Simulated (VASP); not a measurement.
Here is a VASP 6.6.1 calculation.

Contents of INCAR:

```
AGGAC    = 0.0          
ALGO     = Normal         # electronic algorithm
EDIFF    = 1E-7           # SCF threshold, eV
ENCUT    = 500            # plane-wave cutoff, eV
GGA      = ML             # functional
ISIF     = 2              # what is computed and relaxed
ISMEAR   = -5             # smearing method
LASPH    = True           # aspherical terms in the spheres
LCHARG   = False          # write CHGCAR
LREAL    = False          # projectors in reciprocal space
LUSE_VDW = True         
LWAVE    = False          # write WAVECAR
NBANDS   = 26             # bands
NELM     = 80             # most SCF steps
PREC     = Accurate       # precision mode
SIGMA    = 0.05           # smearing width, eV
ZAB_VDW  = -1.8867
```

KPOINTS

```
k-points
0
Gamma
  9 9 9
```

File POSCAR:

```
Ti4O3
1.0
   -2.1625750495      2.1625750495      4.1601167462
    2.1625750495     -2.1625750495      4.1601167462
    2.1625750495      2.1625750495     -4.1601167462
Ti O
4 3
Direct
    0.7274112900      0.7274112900      0.0000000000
    0.5000000000      0.0000000000      0.5000000000
    0.2725887100      0.2725887100      0.0000000000
    0.0000000000      0.5000000000      0.5000000000
    0.2500000000      0.7500000000      0.5000000000
    0.0000000000      0.0000000000      0.0000000000
    0.7500000000      0.2500000000      0.5000000000
```

Potentials or basis: VASP PAW PBE potentials, release 64 (Ti, O).

Run with:

```bash
$ cat potpaw_PBE.64/Ti/POTCAR potpaw_PBE.64/O/POTCAR > POTCAR
$ mpirun -np 1 vasp_std > vasp.out
```

(1) What does it give for the band gap on the k mesh?

(2) What does it give for the largest force?

Answers

(1) none (metal or under the smearing width).

(2) 0.164 eV/Å.

Caveat: the PAW data sets were made with another functional, which shifts forces and pressure a little; semilocal functionals often make such compounds metallic where correlation or magnetic order opens a gap, which also shifts bond lengths; tetrahedron occupations give inexact forces and stress in metals.
